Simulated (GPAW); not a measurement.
V:

```xyz
1
Lattice="-1.5144 1.5144 1.5144 1.5144 -1.5144 1.5144 1.5144 1.5144 -1.5144" Properties=species:S:1:pos:R:3 pbc="T T T"
V     0.0000    0.0000    0.0000
```

| Item | Value |
| --- | --- |
| Program | GPAW 26.7.0 |
| Task | relaxation of cell and atoms |
| Functional | PBE |
| Dispersion | D4 |
| Potentials or basis | GPAW PAW data sets (gpaw-data 1.2.1) |
| Cutoff | 600 eV |
| Basis | pw |
| k mesh | 12 × 12 × 12 |
| Occupations | fermi-dirac, width 0.05 eV |
| Spin | collinear spin, ferromagnetic start |
| Starting moments | [2.0] μB |

At the start: pressure -7.9 GPa; volume 13.89 Å³/atom.

How do energy, volume and symmetry change on relaxing?

Over 3 steps the energy falls by 15.8 meV/atom and the volume is 13.26 Å³/atom (-4.5 %); space group Im-3m (No. 229, to 0.05 Å); moment 0.00 μB per cell.

Step by step:
| step | energy change (eV) | largest force (eV/Å) | pressure (GPa) | volume (Å³) |
| --- | --- | --- | --- | --- |
| 1 | 0.0000 | 0.0000 | -7.87 | 13.89 |
| 2 | -0.0137 | 0.0000 | -2.98 | 13.49 |
| 3 | -0.0158 | 0.0000 | 0.12 | 13.26 |

Final structure:
```
V
1.0
    -1.49116    1.49116    1.49116
     1.49116   -1.49116    1.49116
     1.49116    1.49116   -1.49116
V
1
Direct
  0.00000 0.00000 0.00000
```

Caveat: each step starts from the last one's moments, so a moment once lost doesn't come back; later steps reuse the first step's grids; pairwise dispersion overbinds metals, which lowers pressure and volume.
